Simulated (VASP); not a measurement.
# Al2O3 (Corundum): how cutoff and mesh change the relaxed cell, part 2 of 2

How far does the relaxed cell of Al2O3 (Corundum) depend on cutoff and k mesh? The starting structure is a measured crystal structure from the Crystallography Open Database. The first relaxation on each setting starts from this cell expanded by 3 % in volume.

VASP 6.6.1.

Results so far: reference 8.57 Å³ an atom; a cutoff of 400 eV 8.35 Å³ an atom.

**4. Relaxation with a 3×3×3 mesh**

Level of this step: PBEsol; plane waves and PAW (Al, O) (VASP).

Against step 2 the input has a 3×3×3 mesh (also changed: KPAR and NCORE). This run starts from the cell of an earlier relaxation, which isn't shown; the restart sets up the plane waves anew.

Contents of INCAR:

```
SYSTEM = Al2O3
PREC = Accurate
ENCUT = 520
EDIFF = 1E-06
NELM = 100
ISMEAR = 0
SIGMA = 0.03
LREAL = .FALSE.
ALGO = Normal
GGA = PS
NBANDS = 34
LORBIT = 11
LWAVE = .FALSE.
LCHARG = .FALSE.
KPAR = 2
NCORE = 8
IBRION = 2
NSW = 50
ISIF = 3
EDIFFG = -0.006
```

Contents of POSCAR:

```
Al2O3
1.0
    2.3874450385      1.3783920357      4.3377791451
   -2.3874450385      1.3783920357      4.3377791451
    0.0000000000     -2.7567840713      4.3377791451
Al O
4 6
Direct
    0.1479095935      0.1479095935      0.1479095935
    0.3520904065      0.3520904065      0.3520904065
    0.8520904065      0.8520904065      0.8520904065
    0.6479095935      0.6479095935      0.6479095935
    0.9442034572      0.2500000000      0.5557965428
    0.5557965428      0.9442034572      0.2500000000
    0.2500000000      0.5557965428      0.9442034572
    0.0557965428      0.7500000000      0.4442034572
    0.4442034572      0.0557965428      0.7500000000
    0.7500000000      0.4442034572      0.0557965428
```

Contents of KPOINTS:

```
Automatic mesh
0
Gamma
3 3 3
0 0 0
```

The projector-augmented-wave data sets are Al and O (PBE family, release 64).

Run with:

```console
$ mpirun -np 16 vasp_std
```

The program printed:

```text
[banner, memory and clock lines left out]
running   16 mpi-ranks, on    1 nodes
[...]
[... a notice as in an earlier step ...]

 LDA part: xc-table for (Slater+PW92), standard interpolation
 POSCAR, INCAR and KPOINTS ok, starting setup
[...]
entering main loop
       N       E                     dE             d eps       ncg     rms          rms(c)
DAV:   1     0.221745821514E+03    0.22175E+03   -0.25152E+04   408   0.134E+03
DAV:   2    -0.739319452970E+02   -0.29568E+03   -0.28858E+03   508   0.295E+02
DAV:   3    -0.858138343232E+02   -0.11882E+02   -0.11846E+02   528   0.610E+01
DAV:   4    -0.859046176365E+02   -0.90783E-01   -0.90735E-01   496   0.614E+00
[...]
DAV:  11    -0.786613135171E+02    0.30996E-04   -0.25170E-04   504   0.893E-02    0.244E-02
DAV:  12    -0.786613147117E+02   -0.11947E-05   -0.12336E-05   486   0.215E-02    0.609E-03
DAV:  13    -0.786613139258E+02    0.78596E-06   -0.34203E-06   456   0.102E-02
   1 F= -.78661314E+02 E0= -.78661314E+02  d E =-.786613E+02
[...]
reached required accuracy - stopping structural energy minimisation
```

Elapsed: 4.4 s, on 16 MPI ranks of AMD EPYC 7R43, shared host; peak memory 1.6 GiB.

Parts of OUTCAR (step 4):

```text
  Total       -0.0194424     -0.0194424     -0.0111726      0.0000000     -0.0000000      0.0000000
  in kB       -0.3636936     -0.3636936     -0.2089960      0.0000000     -0.0000000      0.0000000
  external PRESSURE =      -0.3121278 kB  Pullay stress =       0.0000000 kB

 POSITION                                       TOTAL-FORCE (eV/Angst)
 -----------------------------------------------------------------------------------
      0.00000      0.00000      1.92480         0.000000     -0.000000     -0.000309
      0.00000      0.00000      4.58187         0.000000      0.000000      0.000309
      0.00000      0.00000     11.08854         0.000000      0.000000      0.000309
      0.00000      0.00000      8.43147         0.000000     -0.000000     -0.000309
      1.65737      0.11387      7.59111        -0.000579     -0.001003     -0.000000
     -0.92730      1.37839      7.59111         0.001158     -0.000000     -0.000000
     -0.73007     -1.49226      7.59111        -0.000579      0.001003     -0.000000
     -1.65737     -0.11387      5.42222         0.000579      0.001003     -0.000000
      0.92730     -1.37839      5.42222        -0.001158     -0.000000     -0.000000
      0.73007      1.49226      5.42222         0.000579     -0.001003     -0.000000
 -----------------------------------------------------------------------------------
    total drift:                               -0.000000     -0.000000      0.000000

  FREE ENERGIE OF THE ION-ELECTRON SYSTEM (eV)
  ---------------------------------------------------
  free  energy   TOTEN  =       -78.6613139258 eV

  energy  without entropy=      -78.6613139258  energy(sigma->0) =      -78.66131393

[... 1 part as in an earlier step ...]

[... 3 further parts left out ...]
[key lines of the parts left out:]
E-fermi :   6.1168
```

With a 3×3×3 mesh the cell ends at 8.565 Å³ an atom, +0.00 % from the reference.

**5. Relaxation with a cutoff of 680 eV**

Against step 2 the input has ENCUT = 680. This run starts from the cell of an earlier relaxation, which isn't shown; the restart sets up the plane waves anew.

Changes to INCAR since step 4:

```diff
@@ -2,3 +2,3 @@
 PREC = Accurate
-ENCUT = 520
+ENCUT = 680
 EDIFF = 1E-06
@@ -14,4 +14,3 @@
 LCHARG = .FALSE.
-KPAR = 2
-NCORE = 8
+KPAR = 16
 IBRION = 2
```

Contents of POSCAR:

```
Al2O3
1.0
    2.3862282441      1.3776895191      4.3357489788
   -2.3862282441      1.3776895191      4.3357489788
    0.0000000000     -2.7553790381      4.3357489788
Al O
4 6
Direct
    0.1479189656      0.1479189656      0.1479189656
    0.3520810344      0.3520810344      0.3520810344
    0.8520810344      0.8520810344      0.8520810344
    0.6479189656      0.6479189656      0.6479189656
    0.9442126826      0.2500000000      0.5557873174
    0.5557873174      0.9442126826      0.2500000000
    0.2500000000      0.5557873174      0.9442126826
    0.0557873174      0.7500000000      0.4442126826
    0.4442126826      0.0557873174      0.7500000000
    0.7500000000      0.4442126826      0.0557873174
```

Contents of KPOINTS:

```
Automatic mesh
0
Gamma
6 6 6
0 0 0
```

Run with:

```console
$ mpirun -np 16 vasp_std
```

The program printed:

```text
[... set-up lines as in an earlier step ...]
 entering main loop
       N       E                     dE             d eps       ncg     rms          rms(c)
DAV:   1     0.272271316378E+03    0.27227E+03   -0.29663E+04  2176   0.167E+03
DAV:   2    -0.701970864581E+02   -0.34247E+03   -0.32872E+03  2814   0.318E+02
DAV:   3    -0.857981710783E+02   -0.15601E+02   -0.15539E+02  2812   0.695E+01
DAV:   4    -0.859321242330E+02   -0.13395E+00   -0.13387E+00  2648   0.727E+00
[...]
DAV:  11    -0.787007940497E+02    0.32424E-04   -0.25764E-04  2692   0.910E-02    0.255E-02
DAV:  12    -0.787007954863E+02   -0.14366E-05   -0.11684E-05  2672   0.214E-02    0.635E-03
DAV:  13    -0.787007946530E+02    0.83333E-06   -0.36867E-06  2434   0.107E-02
   1 F= -.78700795E+02 E0= -.78700795E+02  d E =-.787008E+02
[...]
reached required accuracy - stopping structural energy minimisation
```

Wall time 29 s (16 MPI ranks); peak memory 6 GiB.

Parts of OUTCAR (step 5):

```text
  Total       -0.0151018     -0.0151018     -0.0157935      0.0000000     -0.0000000      0.0000000
  in kB       -0.2829172     -0.2829172     -0.2958757      0.0000000     -0.0000000      0.0000000
  external PRESSURE =      -0.2872367 kB  Pullay stress =       0.0000000 kB

 POSITION                                       TOTAL-FORCE (eV/Angst)
 -----------------------------------------------------------------------------------
      0.00000      0.00000      1.92402         0.000000     -0.000000     -0.000405
      0.00000      0.00000      4.57960         0.000000      0.000000      0.000405
      0.00000      0.00000     11.08323         0.000000      0.000000      0.000405
      0.00000      0.00000      8.42764         0.000000     -0.000000     -0.000405
      1.65655      0.11385      7.58756        -0.000740     -0.001281      0.000000
     -0.92687      1.37769      7.58756         0.001480      0.000000      0.000000
     -0.72968     -1.49154      7.58756        -0.000740      0.001281      0.000000
     -1.65655     -0.11385      5.41969         0.000740      0.001281      0.000000
      0.92687     -1.37769      5.41969        -0.001480      0.000000      0.000000
      0.72968      1.49154      5.41969         0.000740     -0.001281      0.000000
 -----------------------------------------------------------------------------------
    total drift:                                0.000000     -0.000000      0.000000

  FREE ENERGIE OF THE ION-ELECTRON SYSTEM (eV)
  ---------------------------------------------------
  free  energy   TOTEN  =       -78.7007946530 eV

  energy  without entropy=      -78.7007946530  energy(sigma->0) =      -78.70079465

[... 2 parts as in an earlier step ...]

[... 2 further parts left out ...]
[key lines of the parts left out:]
E-fermi :   6.1249
```

With a cutoff of 680 eV the cell ends at 8.552 Å³ an atom, -0.15 % from the reference.

**6. Relaxation with an 8×8×8 mesh**

Against step 2 the input has an 8×8×8 mesh. This run starts from the cell of an earlier relaxation, which isn't shown; the restart sets up the plane waves anew.

Changes to INCAR since step 5:

```diff
@@ -2,3 +2,3 @@
 PREC = Accurate
-ENCUT = 680
+ENCUT = 520
 EDIFF = 1E-06
```

Contents of POSCAR:

```
Al2O3
1.0
    2.3874687210      1.3784057088      4.3378937862
   -2.3874687210      1.3784057088      4.3378937862
    0.0000000000     -2.7568114175      4.3378937862
Al O
4 6
Direct
    0.1479091094      0.1479091094      0.1479091094
    0.3520908906      0.3520908906      0.3520908906
    0.8520908906      0.8520908906      0.8520908906
    0.6479091094      0.6479091094      0.6479091094
    0.9442100403      0.2500000000      0.5557899597
    0.5557899597      0.9442100403      0.2500000000
    0.2500000000      0.5557899597      0.9442100403
    0.0557899597      0.7500000000      0.4442100403
    0.4442100403      0.0557899597      0.7500000000
    0.7500000000      0.4442100403      0.0557899597
```

Contents of KPOINTS:

```
Automatic mesh
0
Gamma
8 8 8
0 0 0
```

Run with:

```console
$ mpirun -np 16 vasp_std
```

The program printed:

```text
[... set-up lines as in an earlier step ...]
 entering main loop
       N       E                     dE             d eps       ncg     rms          rms(c)
DAV:   1     0.224879053814E+03    0.22488E+03   -0.25389E+04  4420   0.135E+03
DAV:   2    -0.730382740217E+02   -0.29792E+03   -0.28790E+03  5698   0.289E+02
DAV:   3    -0.858053465691E+02   -0.12767E+02   -0.12723E+02  5672   0.619E+01
DAV:   4    -0.859050418386E+02   -0.99695E-01   -0.99635E-01  5440   0.629E+00
[...]
DAV:  11    -0.786636504418E+02    0.31656E-04   -0.25350E-04  5522   0.898E-02    0.251E-02
DAV:  12    -0.786636517092E+02   -0.12674E-05   -0.12158E-05  5450   0.215E-02    0.608E-03
DAV:  13    -0.786636509341E+02    0.77514E-06   -0.34152E-06  4856   0.102E-02
   1 F= -.78663651E+02 E0= -.78663651E+02  d E =-.786637E+02
[...]
reached required accuracy - stopping structural energy minimisation
```

Wall time 30 s (16 MPI ranks); peak memory 5 GiB; 7.5 min of CPU time.

From OUTCAR (step 6):

```text
  Total       -0.0194923     -0.0194923     -0.0110098      0.0000000     -0.0000000      0.0000000
  in kB       -0.3646103     -0.3646103     -0.2059419      0.0000000     -0.0000000      0.0000000
  external PRESSURE =      -0.3117208 kB  Pullay stress =       0.0000000 kB

 POSITION                                       TOTAL-FORCE (eV/Angst)
 -----------------------------------------------------------------------------------
      0.00000      0.00000      1.92484        -0.000000     -0.000000     -0.000278
      0.00000      0.00000      4.58200        -0.000000      0.000000      0.000278
      0.00000      0.00000     11.08884        -0.000000      0.000000      0.000278
      0.00000      0.00000      8.43168        -0.000000     -0.000000     -0.000278
      1.65740      0.11390      7.59131        -0.000525     -0.000909     -0.000000
     -0.92734      1.37841      7.59131         0.001050     -0.000000     -0.000000
     -0.73006     -1.49230      7.59131        -0.000525      0.000909     -0.000000
     -1.65740     -0.11390      5.42237         0.000525      0.000909     -0.000000
      0.92734     -1.37841      5.42237        -0.001050      0.000000     -0.000000
      0.73006      1.49230      5.42237         0.000525     -0.000909     -0.000000
 -----------------------------------------------------------------------------------
    total drift:                                0.000000     -0.000000      0.000000

  FREE ENERGIE OF THE ION-ELECTRON SYSTEM (eV)
  ---------------------------------------------------
  free  energy   TOTEN  =       -78.6636509341 eV

  energy  without entropy=      -78.6636509341  energy(sigma->0) =      -78.66365093

[... 1 part as in an earlier step ...]

[... 3 further parts left out ...]
[key lines of the parts left out:]
E-fermi :   6.1423
```

With an 8×8×8 mesh the cell ends at 8.565 Å³ an atom, +0.00 % from the reference.

**7. Comparison**

```csv
run,volume (Å³/atom),change (%),pressure left (GPa),core minutes
reference,8.565,-,-0.03,25.3
a cutoff of 400 eV,8.348,-2.54,0.0,22.9
a 3×3×3 mesh,8.565,0.0,-0.03,4.96
a cutoff of 680 eV,8.552,-0.15,-0.03,44.3
an 8×8×8 mesh,8.565,0.0,-0.03,42.7
```

Core minutes are wall time times ranks, summed over the relaxations behind a row (those for a bulk modulus apart), on shared hosts.

**8. Outcome**

```json
{"volume of the reference": "8.565 Å³/atom", "volume against the reference, a cutoff of 400 eV": "-2.54 %", "volume against the reference, a 3×3×3 mesh": "+0.00 %", "volume against the reference, a cutoff of 680 eV": "-0.15 %", "volume against the reference, an 8×8×8 mesh": "+0.00 %"}
```

In words: The volume moves most with a cutoff of 400 eV: -2.54 % against the reference (520 eV, 6×6×6 mesh). On finer settings it changes by -0.15 % with a cutoff of 680 eV and +0.00 % with an 8×8×8 mesh. The relaxations stop with up to 0.03 GPa left, which at a bulk modulus of 50 GPa, to name a scale, is 0.06 % of the volume, and more along a soft axis. That understates it: a restart alone still moved the volume by up to 0.6 %. A cell that shrinks at the lower cutoff is the usual mark of Pulay stress, the error that a plane-wave basis makes when it is kept while the volume changes. Further runs on this material are not shown.

[Lines on the potential files, build, host, timing and source positions are cut from VASP's logs without a mark.]

[Logs are printed without paths, hosts, clocks, repeated set-up lines and the standing remarks that a program may print on its own settings, such as how far it seeks lower states.]

[Hosts, paths, dates, database ids (printed as entryN), source tags and the programs' standing remarks are cut or masked in the printed files.]
